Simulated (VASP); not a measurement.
Runs of VASP 6.6.1 on Ni. The cell holds a slab with vacuum, 9 atoms: a = 3.524 Å, b = 2.492 Å, c = 23.967 Å, α = 90.00°, β = 90.00°, γ = 90.00°. The slab is cut from a database's or a generator's crystal, which needn't be the stable form of the element.

| level | potentials or basis | further INCAR settings | gap on the mesh (eV) | moment (μB) | largest force (eV/Å) |
| --- | --- | --- | --- | --- | --- |
| PBEsol | VASP PAW PBE potentials, release 64 (Ni) | ALGO = Fast; EDIFF = 1e-07 | none | 6.06 | (b) |
| LDA | VASP PAW LDA potentials, release 64 (Ni) | ALGO = Fast; EDIFF = 1e-07 | none | 5.81 | 1.40 |
| PBE | VASP PAW PBE potentials, release 64 (Ni) | ALGO = Fast; EDIFF = 1e-07 | none | 6.06 | (a) |
| r2SCAN | VASP PAW PBE potentials, release 64 (Ni) | ALGO = Normal; EDIFF = 1e-06 | none | 6.89 | 0.97 |

Alike in all rows: task work function; spin collinear, ferromagnetic start; cell as given; k mesh 12 × 8 × 1; cutoff (eV) 520; smearing gaussian 0.1 eV.

Problem. Fill in the values left out.

Solution. (a) 0.67; (b) 1.07.

Caveats: the PAW data sets were made with another functional, which shifts forces and pressure a little (some runs).

A k mesh can miss the band edges.

A gap of «none» marks a metal or a gap under the smearing width.

Not every run made on this cell is shown here.
